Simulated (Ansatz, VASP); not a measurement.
# Mg in VASP and in Ansatz

INCAR

```
PREC     = Accurate       # precision mode
ENCUT    = 520            # plane-wave cutoff, eV
EDIFF    = 1E-6           # SCF threshold, eV
ISMEAR   = 0              # smearing method
SIGMA    = 0.1            # smearing width, eV
LREAL    = False          # projectors in reciprocal space
LASPH    = True           # aspherical terms in the spheres
NELM     = 60             # most SCF steps
ALGO     = Normal         # electronic algorithm
ISIF     = 2              # what is computed and relaxed
LWAVE    = False          # write WAVECAR
LCHARG   = False          # write CHGCAR
GGA      = PE             # functional
NBANDS   = 7              # bands
```

The input KPOINTS:

```
Automatic mesh
0
Gamma
  15 15 14
```

File POSCAR:

```
Mg
1.0
    2.8660921955      0.0000000000      0.0000000000
   -1.4330460978      2.4821086509      0.0000000000
    0.0000000000      0.0000000000      3.1349952104
Mg
1
Direct
    0.0000000000      0.0000000000      0.0000000000
```

Input for Ansatz:

```yaml
crystal:
  lattice:
    - [2.8660921955, 0.0, 0.0]
    - [-1.4330460978, 2.4821086509, 0.0]
    - [0.0, 0.0, 3.1349952104]
  atoms:
    - { symbol: Mg, position: [0.0, 0.0, 0.0] }
basis:
  ecutwfc: 420
kpoints:
  mp_grid: { grid: [15, 15, 14] }
hamiltonian:
  xc: pbe
scf:
  occupations: { method: gaussian, width: 0.1 }
output:
  forces: true
  stress: true
  eigenvalues: true
  populations: true
```

Alike in both runs: task single point; functional PBE; k mesh 15 × 15 × 14; occupations gaussian, width 0.1 eV; no spin polarisation.

```csv
,VASP,Ansatz
version,VASP 6.6.1,Ansatz 0.2.0
potentials or method,"VASP PAW PBE potentials, release 64 (Mg)","scalar-relativistic, plane waves, PAW"
plane-wave cutoff (eV),520,420
valence electrons in the cell,2,10
```

```csv
,VASP,Ansatz,Ansatz less VASP
gap on the k mesh at the Fermi level (eV),none,none,-
pressure (GPa),6.5,6.6,+0.05
largest component of the traceless stress (GPa),6.75,6.73,-0.012
```

A gap of «none» marks a metal or a gap that the smearing closes. The two sets of potentials don't hold the same shells in valence.
